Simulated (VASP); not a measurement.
Set up this calculation in VASP 6.6.1, as the native input.

- Task: relaxation of cell and atoms
- Functional: LDA
- Potentials or basis: VASP PAW LDA potentials, release 64 (Mg, F)
- Cutoff: 600 eV
- k mesh: 6 × 6 × 10
- Occupations: gaussian, width 0.03 eV
- Spin: no spin polarisation
- Further INCAR settings: ALGO = Normal; EDIFF = 1e-06; IBRION = 2; EDIFFG = -0.01; NSW = 90; ISIF = 3

The structure of MgF2 (Sellaite) lies in POSCAR:

```
MgF2
1.0
    4.6250000000      0.0000000000      0.0000000000
    0.0000000000      4.6250000000      0.0000000000
    0.0000000000      0.0000000000      3.0520000000
Mg F
2 4
Direct
    0.0000000000      0.0000000000      0.0000000000
    0.5000000000      0.5000000000      0.5000000000
    0.3030000000      0.3030000000      0.0000000000
    0.1970000000      0.8030000000      0.5000000000
    0.6970000000      0.6970000000      0.0000000000
    0.8030000000      0.1970000000      0.5000000000
```

The input as run:

INCAR

```
PREC = Accurate
ENCUT = 600
EDIFF = 1E-6
ISMEAR = 0
SIGMA = 0.03
LREAL = False
LASPH = True
NELM = 80
ALGO = Normal
ISIF = 3
LWAVE = False
LCHARG = False
GGA = CA
IBRION = 2
NSW = 90
EDIFFG = -0.01
KPAR = 2
```

KPOINTS

```
regular mesh
0
Gamma
  6 6 10
```

Potentials or basis: VASP PAW LDA potentials, release 64 (Mg, F).

Run with:

```console
$ cat potpaw_LDA.64/Mg/POTCAR potpaw_LDA.64/F/POTCAR > POTCAR
$ mpirun -np 2 vasp_std > vasp.out
```

Results of the run:

The relaxed volume is 10.23 Å³/atom, the relaxed cell is a = 4.524 Å, b = 4.524 Å, c = 2.998 Å, α = 90.00°, β = 90.00°, γ = 90.00° and the space group after relaxing (to 0.05 Å) is P4_2/mnm (No. 136). The energy gained by relaxing is 13.8 meV/atom. The ionic steps are 5 and the pressure after relaxing is 0.0 GPa. The largest force after relaxing is 0.007 eV/Å and the band gap on the k mesh is 7.19 eV, direct.

Run time: 71 s on 2 MPI ranks on Intel(R) Xeon(R) Platinum 8488C (Sapphire Rapids) (shared host), peak memory 0.21 GiB a rank.
